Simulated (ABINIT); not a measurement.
# MgB2 (P6/mmm) in ABINIT: convergence with smearing width

Aim: find how far smearing width must go before the results for MgB2 settle, at PBE. This setting moves, with any that are tied to it; all else stays.

Everything below comes from runs of ABINIT 10.8.3 (patched build). Logs are shortened: lines on timing, memory, paths and dates and some standing lists are left out, and cuts for length are marked. The log counts tension as positive stress, the text compression.

**1. The crystal as given**

It takes space group P6/mmm (No. 191, hexagonal). The conventional cell has a = 3.085 Å, b = 3.085 Å, c = 3.523 Å, α = 90.00°, β = 90.00°, γ = 120.00°. Mg (site symmetry 6/mmm) is surrounded by 12 B at 2.51 Å. B (site symmetry -6m2) has 3 B at 1.78 Å as nearest neighbours.

**2. With smearing width 0.272 eV**

Input file run.abi:

```
# Pseudopotentials
pp_dirpath "./"
pseudos "Mg.GGA_PBE-JTH.xml, B.GGA_PBE-JTH.xml"

# Structure
acell 3*1.0
rprim
     5.8298050945     0.0000000000     0.0000000000
    -2.9149025472     5.0487593110     0.0000000000
     0.0000000000     0.0000000000     6.6575051371
ntypat 2
znucl 12 5
natom 3
typat 1 2 2
xred
     0.0000000000     0.0000000000     0.0000000000
     0.6666666667     0.3333333333     0.5000000000
     0.3333333333     0.6666666667     0.5000000000

# Plane-wave basis
ecut 19.0
pawecutdg 38.0
pawxcdev 0

# k points
kptopt 1
ngkpt 10 10 8
nshiftk 1
shiftk 0.0 0.0 0.0

# Exchange and correlation
ixc 11

# Bands and occupations
nband 12
occopt 6
tsmear 0.272 eV

# SCF cycle
nstep 100
tolvrs 1.0e-9

# Output
iomode 3
prtwf 0
prtden 0
prteig 0
prtebands 0
enunit 2
```

Potentials or basis: JTH PAW PBE v2.0.

The run is started by

```
abinit run.abi > log 2>&1
```

run.abo:

```text
.Version 10.8.3 of ABINIT
 Symmetries : space group P6/m m m (#191); Bravais hP (primitive hexag.)
================================================================================
 Values of the parameters that define the memory need of the present run
     intxc =       0    ionmov =       0      iscf =      17    lmnmax =       8
     lnmax =       4     mgfft =      30  mpssoang =       2    mqgrid =    3001
     natom =       3  nloc_mem =       2    nspden =       1   nspinor =       1
    nsppol =       1      nsym =      24    n1xccc =       1    ntypat =       2
    occopt =       6   xclevel =       2
       mpw =         788          nfft =       17280          nkpt =          70
 PAW method is used; the additional fine FFT grid is defined by:
   mgfftf=        40    nfftf =     51840
================================================================================
================================================================================

--------------------------------------------------------------------------------
------------- Echo of variables that govern the present computation ------------
--------------------------------------------------------------------------------
 -outvars: echo values of preprocessed input variables --------
            acell      1.0000000000E+00  1.0000000000E+00  1.0000000000E+00 Bohr
              amu      2.43050000E+01  1.08110000E+01
             ecut      1.90000000E+01 Hartree
           enunit           2
                       outvar_i_n : Printing only first  50 k-points.
              ixc          11
                       outvar_i_n : Printing only first  50 k-points.
         kptrlatt       10    0    0      0   10    0      0    0    8
          kptrlen      5.32600411E+01
            natom           3
            nband          12
            ngfft          24      24      30
          ngfftdg          36      36      40
             nkpt          70
            nstep         100
             nsym          24
[... 209 lines left out ...]
internal            : -6.93119963126559E+01
'-kT*entropy'       : -7.19695984345587E-05
total_energy        : -6.93120682822543E+01
total_energy_eV     : -1.88607746153623E+03
...

--- !EnergyTermsDC
iteration_state     : {dtset: 1, }
comment             : '"Double-counting" decomposition of free energy'
band_energy         : -1.20887684217846E+01
Ewald energy        : -3.69279620084455E+01
psp_core            :  1.63225510897341E+00
xc_dc               : -1.29653183482163E+01
PAW spherical_terms : -8.96220388111382E+00
internal            : -6.93119975505867E+01
'-kT*entropy'       : -7.19695984345587E-05
total_energy_dc     : -6.93120695201852E+01
total_energy_dc_eV  : -1.88607749522205E+03
...

--- !EnergyTermsWithPAWCore
iteration_state     : {dtset: 1, }
comment             : 'Components of total free energy, including PAW core contributions'
Total energy        : -2.50047042319770E+02
Total energy DC     : -2.50047043557700E+02
Total energy (eV)   : -6.80412664822841E+03
Total energy DC (eV): -6.80412668191422E+03
...

 Cartesian components of stress tensor (hartree/bohr^3)
  sigma(1 1)=  4.55333780E-05  sigma(3 2)=  0.00000000E+00
  sigma(2 2)=  4.55333778E-05  sigma(3 1)=  0.00000000E+00
  sigma(3 3)=  3.83740254E-05  sigma(2 1)= -8.29438717E-14

-Cartesian components of stress tensor (GPa)         [Pressure= -1.2694E+00 GPa]
- sigma(1 1)=  1.33963823E+00  sigma(3 2)=  0.00000000E+00
- sigma(2 2)=  1.33963823E+00  sigma(3 1)=  0.00000000E+00
- sigma(3 3)=  1.12900281E+00  sigma(2 1)= -2.44029296E-09

== END DATASET(S) ==============================================================
================================================================================

 -outvars: echo values of variables after computation  --------
            acell      1.0000000000E+00  1.0000000000E+00  1.0000000000E+00 Bohr
           etotal     -6.9312069520E+01
            fcart     -0.0000000000E+00 -0.0000000000E+00 -0.0000000000E+00
                      -0.0000000000E+00  5.3332810247E-29 -0.0000000000E+00
                      -0.0000000000E+00 -5.3332810247E-29 -0.0000000000E+00
            rprim      5.8298050945E+00  0.0000000000E+00  0.0000000000E+00
                      -2.9149025472E+00  5.0487593110E+00  0.0000000000E+00
                       0.0000000000E+00  0.0000000000E+00  6.6575051371E+00
           strten      4.5533377986E-05  4.5533377817E-05  3.8374025398E-05
                       0.0000000000E+00  0.0000000000E+00 -8.2943871709E-14
           xangst      0.0000000000E+00  0.0000000000E+00  0.0000000000E+00
                       1.5424999990E+00  8.9056278963E-01  1.7614999988E+00
                       1.7639405145E-11  1.7811255793E+00  1.7614999988E+00
             xred      0.0000000000E+00  0.0000000000E+00  0.0000000000E+00
                       6.6666666667E-01  3.3333333333E-01  5.0000000000E-01
                       3.3333333333E-01  6.6666666667E-01  5.0000000000E-01
 Calculation completed.
```

Wall time 21 s (1 thread of Arm Neoverse V1, shared host); peak memory 0.1 GiB.

What came out:

- Free energy: -1886.0775 eV
- Pressure: -1.3 GPa
- Band gap on the k mesh: none (metal or under the smearing width)

**3. With smearing width 0.2 eV**

Edit run.abi of step 2 so:

```diff
@@ -36,3 +36,3 @@
 occopt 6
-tsmear 0.272 eV
+tsmear 0.2 eV
```

Potentials or basis: JTH PAW PBE v2.0.

The run is started by

```
abinit run.abi > log 2>&1
```

It took 21 s on 1 thread of Arm Neoverse V1, shared host; peak memory 0.1 GiB.

The run converged. Its results:

```
Free energy            : -1886.0772 eV
Pressure               : -1.3 GPa
Band gap on the k mesh : none (metal or under the smearing width)
```

**4. With smearing width 0.136 eV**

Edit run.abi of step 3 so:

```diff
@@ -36,3 +36,3 @@
 occopt 6
-tsmear 0.2 eV
+tsmear 0.136 eV
```

The run is started by

```
abinit run.abi > log 2>&1
```

Wall time 21 s (1 thread of Arm Neoverse V1, shared host); peak memory 0.1 GiB.

Results (log left out):

```yaml
Free_energy: -1886.0773 eV
Pressure: -1.2 GPa
Band_gap_on_the_k_mesh: none (metal or under the smearing width)
```

**5. With smearing width 0.1 eV**

Edit run.abi of step 4 so:

```diff
@@ -36,3 +36,3 @@
 occopt 6
-tsmear 0.136 eV
+tsmear 0.1 eV
```

The run is started by

```
abinit run.abi > log 2>&1
```

It took 21 s on 1 thread of Arm Neoverse V1, shared host; peak memory 0.1 GiB.

Results (log left out):

| Quantity | Value |
| --- | --- |
| Free energy | -1886.0773 eV |
| Pressure | -1.2 GPa |
| Band gap on the k mesh | none (metal or under the smearing width) |

**6. With smearing width 0.05 eV**

Edit run.abi of step 5 so:

```diff
@@ -36,3 +36,3 @@
 occopt 6
-tsmear 0.1 eV
+tsmear 0.05 eV
```

Potentials or basis: JTH PAW PBE v2.0.

The run is started by

```
abinit run.abi > log 2>&1
```

Run time: 21 s. Hardware: 1 thread of Arm Neoverse V1, shared host; peak memory 0.1 GiB.

The run converged. Its results:

```yaml
Free_energy: -1886.0773 eV
Pressure: -1.2 GPa
Band_gap_on_the_k_mesh: none (metal or under the smearing width)
```

**7. With smearing width 0.025 eV**

Edit run.abi of step 6 so:

```diff
@@ -36,3 +36,3 @@
 occopt 6
-tsmear 0.05 eV
+tsmear 0.025 eV
```

The run is started by

```
abinit run.abi > log 2>&1
```

Run time: 21 s. Hardware: 1 thread of Arm Neoverse V1, shared host; peak memory 0.1 GiB.

The run converged. Its results:

| Property | Result |
| --- | --- |
| Free energy | -1886.0772 eV |
| Pressure | -1.2 GPa |
| Band gap on the k mesh | none (metal or under the smearing width) |

**8. With smearing width 0.01 eV**

Edit run.abi of step 7 so:

```diff
@@ -36,3 +36,3 @@
 occopt 6
-tsmear 0.025 eV
+tsmear 0.01 eV
```

The run is started by

```
abinit run.abi > log 2>&1
```

Run time: 21 s. Hardware: 1 thread of Arm Neoverse V1, shared host; peak memory 0.1 GiB.

The run converged. Its results:

```
Free energy            : -1886.0772 eV
Pressure               : -1.2 GPa
Band gap on the k mesh : none (metal or under the smearing width)
```

**9. Summary**

```
smearing width  energy less the tightest run (meV/atom)  pressure (GPa)  SCF cycles  CPU time (s)  peak memory (GiB)
      0.272 eV                                    -0.10           -1.27          11            21                0.1
        0.2 eV                                     0.01           -1.25          11            21                0.1
      0.136 eV                                    -0.03           -1.23          11            21                0.1
        0.1 eV                                    -0.05           -1.22          11            21                0.1
       0.05 eV                                    -0.03           -1.21          11            21                0.1
      0.025 eV                                    -0.01           -1.20          11            21                0.1
       0.01 eV                                     0.00           -1.19          11            21                0.1
```

Against the tightest run, the energy stays within 1 meV/atom from 0.272 eV on; the pressure stays within 0.1 GPa from 0.272 eV on. Narrower smearing needs a denser k mesh, so at a fixed mesh the narrowest width isn't the most accurate. The tightest run that finished is the yardstick and may itself not be fully converged.

Caveats: the atomic spheres overlap.
